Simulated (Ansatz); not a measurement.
## V (Im-3m), stationary points along a deformation path

Method: Ansatz 0.2.0, DFT PBE, scalar-relativistic, plane waves, PAW. The runs took a 420 eV cutoff, a Γ-centred 24×24×24 mesh and Gaussian smearing (0.15 eV). No spin polarisation. Energies are free energies at this smearing, counted from the undisturbed cell; pressure is positive in compression.

The undisturbed cell (as given, not relaxed at this level; it stands at -5.0 GPa):

```yaml
crystal:
  lattice:
    - [-1.51300, 1.51300, 1.51300]
    - [1.51300, -1.51300, 1.51300]
    - [1.51300, 1.51300, -1.51300]
  atoms:
    - { symbol: V, position: [0.00000, 0.00000, 0.00000] }
```

At fixed volume and fractional coordinates, lengths along (0.577, 0.577, 0.577) are scaled against those across it; ρ is that ratio over its starting value. V = 13.854 Å³/atom. Δσ is the stress along the axis less the mean stress across it (compression positive).

```
    ρ  ΔE (meV/atom)  Δσ (GPa) space group
0.500         3305.2    309.97         R-3m
0.710          264.0     48.64         R-3m
1.000            0.0      0.00        Im-3m
1.410          276.5    -34.73         R-3m
2.000          867.8      0.00        Pm-3m
```

How does the stress give the slope of the energy, and where is the energy stationary?

Along the path d ln(length) is 2/3 d ln ρ on the axis and −1/3 d ln ρ across it, so dE/d ln ρ = −(2/3) V Δσ: the energy falls with ρ where Δσ is positive. Δσ vanishes or changes sign at ρ = 1.000 (Im-3m), a minimum at 0.0 meV/atom; at ρ = 2.000 (Pm-3m, an end of the scan), at 867.8 meV/atom. Pairs of stationary points between two samples would go unseen, and could change a minimum read from distant neighbours into a maximum. At ρ = 1.000, 2.000 the cell is cubic, where symmetry alone makes the stress isotropic and the slope zero.

In a metal these slopes depend on the k mesh and the smearing.